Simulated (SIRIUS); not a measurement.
The system is Pd.

```
Pd
1.0
     0.00000    1.94650    1.94650
     1.94650    0.00000    1.94650
     1.94650    1.94650    0.00000
Pd
1
Direct
  0.00000 0.00000 0.00000
```

Base run:

```yaml
Program: SIRIUS 7.10.0
Functional: PBE
Potentials_or_basis: GBRV 1.5 PBE (ultrasoft)
Cutoff: 557 eV
Density_cutoff: 5442 eV
k_mesh: 12 × 12 × 12
Occupations: fermi-dirac, width 0.05 eV
Spin: no spin polarisation
```

Its results: band gap on the k mesh none (metal or under the smearing width); pressure 7.6 GPa.

Question: The run is repeated on the same cell with these changes: potentials or basis from GBRV 1.5 PBE (ultrasoft) to SG15 1.2 PBE (norm-conserving); cutoff from 557 eV to 1127 eV; density cutoff from 5442 eV to 4507 eV; valence electrons from 16 to 18. What comes out?

Answer: Band gap on the k mesh none (metal or under the smearing width); pressure 6.8 GPa.

Not every run made on this cell is shown here.
